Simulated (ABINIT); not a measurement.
Input of an ABINIT 10.8.3 (patched build) run:

File run.abi:

```
# Pseudopotentials
pp_dirpath "./"
pseudos "Pt.GGA_PBE-JTH.xml, S.GGA_PBE-JTH.xml"

# Structure
acell 6.6956776048 6.6956776048 9.5219519968
rprim
     1.0000000000     0.0000000000     0.0000000000
    -0.5000000000     0.8660254038     0.0000000000
     0.0000000000     0.0000000000     1.0000000000
ntypat 2
znucl 78 16
natom 3
typat 1 2 2
xred
     0.0000000000     0.0000000000     0.0000000000
     0.6666666667     0.3333333333     0.7730000000
     0.3333333333     0.6666666667     0.2270000000
chkprim 0
chksymtnons 0
tolsym 1.0e-6

# Plane-wave basis
ecut 544.227725 eV
pawecutdg 40.0
pawxcdev 0
pawovlp -1

# k points
kptopt 1
ngkpt 9 9 5
nshiftk 1
shiftk 0.0 0.0 0.0

# Exchange and correlation
ixc -116133

# Bands and occupations
nband 15
occopt 3
tsmear 0.05 eV

# SCF cycle
nstep 100
tolvrs 1.0e-9

# Output
iomode 3
prtwf 0
prtden 0
prteig 0
prtebands 0

# Relaxation
ionmov 2
ntime 60
tolmxf 0.0005
optcell 2
dilatmx 1.08
ecutsm 0.5
```

Potentials or basis: JTH PAW PBE v2.0.

Command:

```sh
$ abinit run.abi > log 2>&1
```

(1) Predict the space group after relaxing (to 0.05 Å).

(2) What does it give for the relaxed cell?

(3) What does it give for the relaxed volume?

Answers

(1) P-3m1 (No. 164).

(2) a = 3.581 Å, b = 3.581 Å, c = 4.707 Å, α = 90.00°, β = 90.00°, γ = 120.00°.

(3) 17.42 Å³/atom.

Caveat: the PAW data sets were made with another functional, which shifts forces and pressure a little.
